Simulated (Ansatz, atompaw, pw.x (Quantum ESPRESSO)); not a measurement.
## Si (bcc): variants of one PAW (atompaw) potential in the solid

atompaw 4.2.0.5 input, output lines left out:

```
Si 14
LDA-PW scalarrelativistic loggrid 1500 logderivrange -3 5 201
3 3 0 0 0 0
3 1 2
0 0 0
c
c
v
c
v
2
2.40 1.80 1.60 1.25
y
1.3
n
y
0.35
n
y
0.4
y
1.65
n
custom polynom vanderbiltortho sinc
3 -0.5 troulliermartins
2.05
2.40
2.40
2.40
2.40
1.85
```

Crystal test: bcc Si in pw.x 7.5, no spin, 15³ k-points, Fermi–Dirac smearing 0.01 Ry, cutoffs set for each file from its atomic test. The reference is all-electron LAPW (Ansatz 0.2.0) with the same functional, mesh and smearing; V0 and B0 come from Birch–Murnaghan fits to the pressures at five volumes. Errors are pseudo minus all-electron; Δ is the rms difference of the E(V) curves that follow from these fits, minima aligned, over ±6 % about the mean V0. Mesh and smearing are coarse, so the numbers serve the comparison and aren't converged zero-temperature values; the lattice is a test structure that the element need not adopt.

All-electron: a0 = 3.045 Å (V0 = 14.12 Å³/atom), B0 = 101.1 GPa.

3 further variants are left out: they gave no file fit for a test, a broken result, the same result as the base, or pressures whose basis-set error rivals the error shown.

| change | cutoffs (Ry) | pw.x | a0 (Å) | a0 error (%) | B0 error (%) | Δ (meV/atom) | mean pressure error (GPa) |
| --- | --- | --- | --- | --- | --- | --- | --- |
| base | 40/400 | converged | 3.041 | -0.13 | +0.5 | 1.2 | -0.40 |
| augmentation sinc compensation charge, radius 1.80 bohr; PAW radius 2.40 bohr; waves and projectors: custom polynom2 7 10 vanderbiltortho | 40/400 | converged | 3.025 | -0.67 | +2.5 | 6.3 | -2.02 |
| local potential bessel scheme, radius 1.60 bohr | 40/400 | converged | 3.047 | +0.05 | +0.2 | 0.5 | +0.16 |
